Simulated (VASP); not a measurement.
Here is a VASP 6.6.1 calculation.

The input INCAR:

```
SYSTEM = GaSb
PREC = Accurate
ENCUT = 600
EDIFF = 1E-7
ISMEAR = -1
SIGMA = 0.05
LREAL = .False.
LASPH = .True.
NELM = 60
ALGO = Fast
ISIF = 3
LWAVE = .False.
LCHARG = .False.
GGA = PS
IVDW = 11
IBRION = 2
NSW = 40
EDIFFG = -0.01
```

File KPOINTS:

```
Automatic mesh
0
Gamma
  8 8 8
  0 0 0
```

Contents of POSCAR:

```
GaSb
1.0
    0.0000000000      3.0590000000      3.0590000000
    3.0590000000      0.0000000000      3.0590000000
    3.0590000000      3.0590000000      0.0000000000
Sb Ga
1 1
Direct
    0.7500000000      0.7500000000      0.7500000000
    0.0000000000      0.0000000000      0.0000000000
```

Potentials or basis: VASP PAW PBE potentials, release 64 (Sb, Ga_d).

The run is started by

```bash
$ cat potpaw_PBE.64/Sb/POTCAR potpaw_PBE.64/Ga_d/POTCAR > POTCAR
$ mpirun -np 1 vasp_std > vasp.out
```

**Question.** Predict the relaxed volume.

**Answer.** 28.07 Å³/atom.

**Question.** Predict the relaxed cell.

**Answer.** a = 4.298 Å, b = 4.298 Å, c = 4.298 Å, α = 60.00°, β = 60.00°, γ = 60.00°.

**Question.** Predict the space group after relaxing (to 0.05 Å).

**Answer.** F-43m (No. 216).

**Question.** What does it give for the band gap on the k mesh?

**Answer.** 0.13 eV, direct.

Final structure:
```
Sb Ga
1.0
     0.00000    3.03929    3.03929
     3.03929    0.00000    3.03929
     3.03929    3.03929    0.00000
Sb Ga
1 1
Direct
  0.75000 0.75000 0.75000
  0.00000 0.00000 0.00000
```

Caveat: the PAW data sets were made with another functional, which shifts forces and pressure a little; spin-orbit coupling is left out, which moves the levels of the heavy elements. A k mesh can miss the band edges.
